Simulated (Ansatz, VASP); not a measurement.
## Bi: VASP beside Ansatz

```
Bi
1.0
     5.62705    0.00000    0.00000
    -2.81353    4.87317    0.00000
     0.00000    0.00000    3.32334
Bi
3
Direct
  0.00000 0.00000 0.00000
  0.33333 0.66667 0.50000
  0.66667 0.33333 0.50000
```

Alike in both runs: functional PBEsol; k mesh 7 × 7 × 9; occupations fermi-dirac, width 0.1 eV; no spin polarisation.

Ansatz relaxed the structure, and its values are those at the end. VASP's run is a single point on that final structure, the one shown.

|  | VASP | Ansatz |
| --- | --- | --- |
| version | VASP 6.6.1 | Ansatz 0.2.0 |
| potentials or method | VASP PAW PBE potentials, release 64 (Bi_d) | plane waves (420 eV) with PAW, scalar-relativistic |
| plane-wave cutoff (eV) | 520 | 420 |
| valence electrons in the cell | 45 | 45 |

```csv
,VASP,Ansatz,Ansatz less VASP
pressure (GPa),-0.1,0.0,+0.06
```

Ansatz warned: «pseudo_functional_mismatch».

Caveats: the PAW data sets were made with another functional, which shifts forces and pressure a little (VASP).
